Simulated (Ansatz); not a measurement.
Crystal: Fe.

```
Fe
1.0
     0.00000    1.94174    1.96511
     1.49844    0.00000    1.96511
     1.49844    1.94174    0.00000
Fe
1
Direct
  0.00000 0.00000 0.00000
```

- Program: Ansatz 0.2.0
- Task: relaxation of cell and atoms
- Functional: PBE
- Dispersion: D4
- Potentials or basis: Ansatz PAW
- Cutoff: 420 eV (not typed: the program's choice for these potentials)
- k mesh: 13 × 13 × 13
- Occupations: fermi-dirac, width 0.05 eV
- Spin: collinear spin, ferromagnetic start
- Starting moments: [3.0] μB

At the start: volume 11.44 Å³/atom.

Where does the relaxation end?

It ends after 8 steps and the volume is 11.05 Å³/atom (-3.4 %); space group Im-3m (No. 229, to 0.05 Å); moment 2.09 μB per cell.

The path:
```csv
step,energy change (eV),largest force (eV/Å),volume (Å³)
1,0.0000,0.0000,11.44
2,-0.0175,0.0000,11.23
3,-0.0259,0.0000,10.96
4,-0.0272,0.0000,11.06
5,-0.0272,0.0000,11.04
6,-0.0270,0.0000,11.04
7,-0.0270,0.0000,11.05
8,-0.0270,0.0000,11.05
```

Final structure:
```xyz
1
Lattice="0.0000 1.9841 1.9841 1.4030 0.0000 1.9841 1.4030 1.9841 0.0000" Properties=species:S:1:pos:R:3 pbc="T T T"
Fe    0.0000    0.0000    0.0000
```

Caveat: the plane-wave basis is chosen anew once the cell has moved, so the energies of steps on either side of that aren't comparable; pairwise dispersion overbinds metals, which lowers pressure and volume.
